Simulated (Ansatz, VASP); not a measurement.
**MgO: VASP beside Ansatz**

```
Mg O
1.0
     0.00000    2.13515    2.13515
     2.13515    0.00000    2.13515
     2.13515    2.13515    0.00000
Mg O
1 1
Direct
  0.00000 0.00000 0.00000
  0.50000 0.50000 0.50000
```

Alike in both runs: task relaxation of cell and atoms; functional PBE; dispersion D3(BJ); k mesh 10 × 10 × 10; occupations gaussian, width 0.02 eV; no spin polarisation.

|  | VASP | Ansatz |
| --- | --- | --- |
| version | VASP 6.6.1 | Ansatz 0.2.0 |
| potentials or method | VASP PAW PBE potentials, release 64 (Mg, O) | scalar-relativistic, plane waves, PAW |
| plane-wave cutoff (eV) | 600 | 420 |
| valence electrons in the cell | 8 | 16 |

|  | VASP | Ansatz | Ansatz less VASP |
| --- | --- | --- | --- |
| gap on the k mesh at the Fermi level, each at its own relaxed structure (eV) | 4.82 | 4.77 | -0.049 |
| relaxed volume (Å³/atom) | 9.25 | 9.31 | +0.060 |
| relaxed cell length with the largest relative difference (Å) | 2.969 | 2.975 | +0.0064 |
| energy change over the relaxation (meV/atom) | -12 | -9 | +2.8 |

The two sets of potentials don't hold the same shells in valence.
